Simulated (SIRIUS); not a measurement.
**Pd under changes of volume**

One of the cells (15.045 Å³/atom); the others are scaled copies at fixed shape and fractional positions:

```
CELL_PARAMETERS angstrom
0.00000 1.95939 1.95939
1.95939 0.00000 1.95939
1.95939 1.95939 0.00000
ATOMIC_POSITIONS crystal
Pd 0.00000 0.00000 0.00000
```

| Quantity | Value |
| --- | --- |
| Program | SIRIUS 7.10.0 |
| Functional | PBEsol |
| Potentials or basis | PseudoDojo 0.4.1 PBEsol standard (scalar relativistic) |
| Cutoff | 1127 eV |
| Density cutoff | 4507 eV |
| k mesh | 12 × 12 × 12 |
| Occupations | fermi-dirac, width 0.05 eV |
| Spin | no spin polarisation |

```csv
volume (Å³/atom),energy over the lowest point (meV/atom),pressure (GPa)
13.865,20.95,11.0
14.160,?,?
14.455,0.00,1.1
15.045,11.18,-6.5
15.340,26.31,-9.6
15.635,46.74,-12.3
```

Problem. What does the run at 14.160 Å³/atom give?

Solution. Energy over the lowest point 5.90 meV/atom; pressure 5.7 GPa.

Worked out: A Birch-Murnaghan fit of order 3 (a polynomial in V^(-2/3)) to the other rows has its minimum at 14.52 Å³/atom with B0 = V·E''(V) = 207 GPa and B' = 5.7. It gives 5.89 meV/atom at 14.160 Å³/atom, against the run's 5.90, and -dE/dV = 5.6 GPa, against 5.7.

Energies are extrapolated to zero smearing.

Caveats: this set's palladium file may shift the pressure by some GPa.
